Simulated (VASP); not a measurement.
Wanted: the native input for a VASP 6.6.1 run.

```
Task                               : relaxation of cell and atoms
Functional                         : HSE06
Potentials or basis                : VASP PAW PBE potentials, release 64 (N, B)
Cutoff                             : 600 eV
k mesh                             : 6 × 6 × 6
Occupations                        : fermi-dirac, width 0.05 eV
Spin                               : no spin polarisation
Grid for exact exchange (PRECFOCK) : Fast
Screening parameter                : 0.2 1/A
Further INCAR settings             : ALGO = Normal; EDIFF = 1e-06; IBRION = 2; EDIFFG = -0.005; NSW = 40; ISIF = 3
```

BN:

```
N B
1.0
     1.25112    0.72234    3.37293
    -1.25112    0.72234    3.37293
     0.00000   -1.44467    3.37293
N B
1 1
Cartesian
  0.0000 0.0000 6.7517
  0.0000 0.0000 0.0033
```

The cell is a database's computed one.

These files were run (other wordings do the same):

POSCAR

```
BN
1.0
    1.2511217832      0.7223354983      3.3729344033
   -1.2511217832      0.7223354983      3.3729344033
    0.0000000000     -1.4446709966      3.3729344033
N B
1 1
Direct
    0.6672382000      0.6672382000      0.6672382000
    0.0003288000      0.0003288000      0.0003288000
```

INCAR.step1

```
SYSTEM = BN
PREC     = Accurate       ! precision mode
ENCUT    = 600            ! plane-wave cutoff, eV
EDIFF    = 1E-5           ! SCF threshold, eV
ISMEAR   = -1             ! smearing method
SIGMA    = 0.05           ! smearing width, eV
LREAL    = .False.        ! projectors in reciprocal space
LASPH    = .True.         ! aspherical terms in the spheres
NELM     = 80             ! most SCF steps
ALGO     = Normal         ! electronic algorithm
LWAVE    = .True.         ! write WAVECAR
LCHARG   = .False.        ! write CHGCAR
GGA      = PE             ! functional
```

INCAR.step2

```
SYSTEM = BN
PREC     = Accurate       ! precision mode
ENCUT    = 600            ! plane-wave cutoff, eV
EDIFF    = 1E-6           ! SCF threshold, eV
ISMEAR   = -1             ! smearing method
SIGMA    = 0.05           ! smearing width, eV
LREAL    = .False.        ! projectors in reciprocal space
LASPH    = .True.         ! aspherical terms in the spheres
NELM     = 80             ! most SCF steps
ALGO     = Normal         ! electronic algorithm
ISIF     = 3              ! what is computed and relaxed
LWAVE    = .False.        ! write WAVECAR
LCHARG   = .False.        ! write CHGCAR
GGA      = PE             ! functional
LHFCALC  = .True.         ! exact exchange
HFSCREEN = 0.2            ! screening, 1/A
PRECFOCK = Fast         
IBRION   = 2              ! ionic algorithm
NSW      = 40             ! ionic steps
EDIFFG   = -0.005         ! ionic threshold
ISTART   = 1
```

KPOINTS

```
regular mesh
0
Gamma
  6 6 6
  0 0 0
```

Potentials or basis: VASP PAW PBE potentials, release 64 (N, B).

Run with:

```bash
$ cat potpaw_PBE.64/N/POTCAR potpaw_PBE.64/B/POTCAR > POTCAR
$ cp INCAR.step1 INCAR
$ mpirun -np 1 vasp_std > vasp.out
$ cp INCAR.step2 INCAR
$ mpirun -np 1 vasp_std > vasp.out
```

Results of the run:

The relaxed volume is 10.36 Å³/atom, the relaxed cell is a = 4.102 Å, b = 4.102 Å, c = 4.102 Å, α = 35.43°, β = 35.43°, γ = 35.43° and the space group after relaxing (to 0.05 Å) is R3m (No. 160). The energy gained by relaxing is 6.3 meV/atom, the ionic steps are 26 and the pressure after relaxing is 0.0 GPa. The band gap on the k mesh is 5.71 eV, indirect (least direct gap 6.13 eV).

Caveat: the k mesh is coarse (spacing up to 0.49 Å⁻¹), so the values aren't converged, least of all with exact exchange; the PAW data sets were made with another functional, which shifts forces and pressure a little.

Wall time 63 min on 1 thread of AMD EPYC 9R45 96-Core Processor (Zen 5), with other jobs on the host, peak memory 0.24 GiB.
